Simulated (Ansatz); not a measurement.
# MnS (F-43m)

These are results of DFT r2SCAN, scalar-relativistic, plane waves, PAW in Ansatz, not measurements.

Cutoff 500 eV; k points 12×12×12 on the computed 2-atom cell (Γ-centred); Gaussian smearing, width 0.02 eV; collinear spin from starting moments 4.76 0.12 μB.

The structure is relaxed at this level of theory with its symmetry kept. This zinc-blende form isn't the usual stable structure of the compound.

Space group F-43m (No. 216). a = 5.647 Å, b = 5.647 Å, c = 5.647 Å, α = 90.00°, β = 90.00°, γ = 90.00°
```json
{"atom": "Mn", "site": "4a", "symmetry": "-43m", "x": "0.0000", "y": "0.0000", "z": "0.0000"}
{"atom": "S", "site": "4d", "symmetry": "-43m", "x": "0.2500", "y": "0.2500", "z": "0.7500"}
```

| Item | Value |
| --- | --- |
| Space group | F-43m (No. 216) |
| Volume per atom | 22.51 Å³ |
| Formation energy from the elements' standard states (uncorrected) | -1.078 eV/atom |
| Generalised Kohn–Sham band gap | 0.73 eV, indirect from Γ to X |
| Löwdin character of the top 1 eV of the valence band | S 3p 62 %, Mn 3d 34 % |
| Löwdin character of the lowest 1 eV of the conduction band | Mn 3d 86 %, unprojected 11 % |
| Electron masses at the edge by Cartesian direction of the standard setting (m_e; degenerate bands sorted by energy; no spin-orbit coupling) | x: 2.4; y: 4.6; z: 4.6 |
| Hole masses at the edge by Cartesian direction of the standard setting (m_e; degenerate bands sorted by energy; no spin-orbit coupling) | x: 0.69, 0.69, 0.22; y: 0.69, 0.69, 0.22; z: 0.69, 0.69, 0.22 |
| Bulk modulus | 66 GPa |
| Its pressure derivative | 4.2 |
| Electronic dielectric constant xx, yy, zz of the standard setting (independent particles) | 5.3, 5.3, 5.3 |
| Bader charges (e) | Mn (1 in the cell) 1.25, S (1 in the cell) -1.25 |
| Total moment | 5.00 μB per cell |
| Site moments (μB; atoms counted from 1 over the whole cell) | Mn (atom 1) 4.33, S (atom 2) 0.10 |

The state reached may not be the lowest one.

Only this magnetic start was tried.